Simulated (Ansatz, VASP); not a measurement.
## AlN in VASP and in Ansatz

```
Al N
1.0
     3.31348    0.00000    0.00000
    -1.65674    2.86956    0.00000
     0.00000    0.00000    4.43880
Al N
2 2
Direct
  0.33333 0.66667 0.75000
  0.66667 0.33333 0.25000
  0.33333 0.66667 0.25000
  0.66667 0.33333 0.75000
```

Alike in both runs: task single point; functional PBE; k mesh 9 × 9 × 6; occupations gaussian, width 0.05 eV; no spin polarisation.

```csv
,VASP,Ansatz
version,VASP 6.6.1,Ansatz 0.2.0
potentials or method,"VASP PAW PBE potentials, release 64 (Al, N)","scalar-relativistic, plane waves, PAW"
plane-wave cutoff (eV),520,520
valence electrons in the cell,16,16
```

```csv
,VASP,Ansatz,Ansatz less VASP
gap on the k mesh at the Fermi level (eV),2.66,2.65,-0.008
least direct gap on the mesh (eV),2.66,2.65,-0.008
pressure (GPa),-8.5,-8.4,+0.16
largest component of the traceless stress (GPa),2.82,2.90,+0.086
```

With one functional, cell and mesh, what is left measures potentials, basis and numerics.

As with any semilocal functional, this PBE gap is likely too small.
